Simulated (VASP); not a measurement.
# LiCl: molecular dynamics with a monitored distance, by stops when the distance exceeds

LiCl, Fm-3m (no. 225), 8 atoms in the cell. PBE, molecular dynamics; PAW potentials Cl, Li (PBE set).

| Stops when the distance exceeds (Å) | Largest distance met (Å) | Steps run | Mean temperature (K) | Time (s) |
|---|---|---|---|---|
| 2.719 | 2.565 | 80 | 670 | 104 |
| 4.104 | 2.565 | 80 | 670 | 109 |

Limits: 80 fs of 8 atoms are too short for converged averages; the distance is that to the nearest periodic copy, which so small a cell caps; the cell is only 5.1 Å across, so each atom moves in step with near copies of itself.

## Input of the first row

INCAR:
```
  GGA = PE
  PREC = Normal
  ENCUT = 260
  EDIFF = 1E-5
  NELMIN = 4
  NELM = 60
  ALGO = Normal
  LREAL = Auto
  LASPH = True
  ISMEAR = 0
  SIGMA = 0.05
  ISYM = 0
  LWAVE = False
  LCHARG = False
  IBRION = 0
  NSW = 80
  POTIM = 1.0
  TEBEG = 1000
  TEEND = 1000
  ISIF = 2
  MDALGO = 1
  ANDERSEN_PROB = 0.05
  RANDOM_SEED = 216390 0 0
  VALUE_MAX = 2.719
  VALUE_MIN = 1.282
  KPAR = 2
```

KPOINTS:
```
k-points
0
Monkhorst-Pack
  2 2 2
```

ICONST:
```
R 1 8 7
```

POSCAR:
```
LiCl
1.0
    5.1295400000      0.0000000000      0.0000000000
    0.0000000000      5.1295400000      0.0000000000
    0.0000000000      0.0000000000      5.1295400000
Cl Li
4 4
Direct
    0.5000000000      0.0000000000      0.0000000000
    0.5000000000      0.5000000000      0.5000000000
    0.0000000000      0.0000000000      0.5000000000
    0.0000000000      0.5000000000      0.0000000000
    0.0000000000      0.0000000000      0.0000000000
    0.0000000000      0.5000000000      0.5000000000
    0.5000000000      0.0000000000      0.5000000000
    0.5000000000      0.5000000000      0.0000000000
```

Commands:
```
cat potpaw_PBE.64/Cl/POTCAR potpaw_PBE.64/Li/POTCAR > POTCAR
mpirun -np 2 vasp_std > vasp.out
```

Changes of the last row against the first:
```
- VALUE_MAX = 2.719
+ VALUE_MAX = 4.104
```

VASP 6.6.1 took 104 s on 2 cores (Intel Xeon Platinum 8375C @ 2.90GHz (Ice Lake)), a shared host.
